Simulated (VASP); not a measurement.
Write the native input for VASP 6.6.1 that does the following.

```yaml
Task: relaxation of cell and atoms
Functional: PBEsol
Potentials_or_basis: VASP PAW PBE potentials, release 64 (Al, P)
Cutoff: 600 eV
k_mesh: 8 × 8 × 8
Occupations: gaussian, width 0.03 eV
Spin: no spin polarisation
Further_INCAR_settings: ALGO = Normal; EDIFF = 1e-07; IBRION = 2; EDIFFG = -0.005; NSW = 90; ISIF = 3
```

The structure of AlP lies in POSCAR:

```
AlP                                     
1.0
    0.0000000000      2.7357031041      2.7357031041
    2.7357031041     -0.0000000000      2.7357031041
    2.7357031041      2.7357031041      0.0000000000
  Al              P             
     1     1
Direct
     0.0000000000000000    0.0000000000000000    0.0000000000000000
     0.2500000000000000    0.2500000000000000    0.2500000000000000
```

The input as run:

INCAR

```
SYSTEM = AlP
PREC     = Accurate       ! precision mode
ENCUT    = 600            ! plane-wave cutoff, eV
EDIFF    = 1E-7           ! SCF threshold, eV
ISMEAR   = 0              ! smearing method
SIGMA    = 0.03           ! smearing width, eV
LREAL    = .FALSE.        ! projectors in reciprocal space
LASPH    = .TRUE.         ! aspherical terms in the spheres
NELM     = 80             ! most SCF steps
ALGO     = Normal         ! electronic algorithm
ISIF     = 3              ! what is computed and relaxed
LWAVE    = .FALSE.        ! write WAVECAR
LCHARG   = .FALSE.        ! write CHGCAR
GGA      = PS             ! functional
IBRION   = 2              ! ionic algorithm
NSW      = 90             ! ionic steps
EDIFFG   = -0.005         ! ionic threshold
```

KPOINTS

```
Automatic mesh
0
G
  8 8 8
  0 0 0
```

Potentials or basis: VASP PAW PBE potentials, release 64 (Al, P).

Command:

```bash
$ cat potpaw_PBE.64/Al/POTCAR potpaw_PBE.64/P/POTCAR > POTCAR
$ mpirun -np 1 vasp_std > vasp.out
```

Results of the run:

```
Pressure after relaxing : 0.0 GPa
Band gap on the k mesh  : 1.45 eV, indirect (least direct gap 3.15 eV)
```

Caveat: the relaxation stopped at its first step, so nothing moved; the PAW data sets were made with another functional, which shifts forces and pressure a little.

Wall time 7.8 s on 1 thread of Intel(R) Xeon(R) Platinum 8488C (Sapphire Rapids) (shared host), peak memory 0.17 GiB.
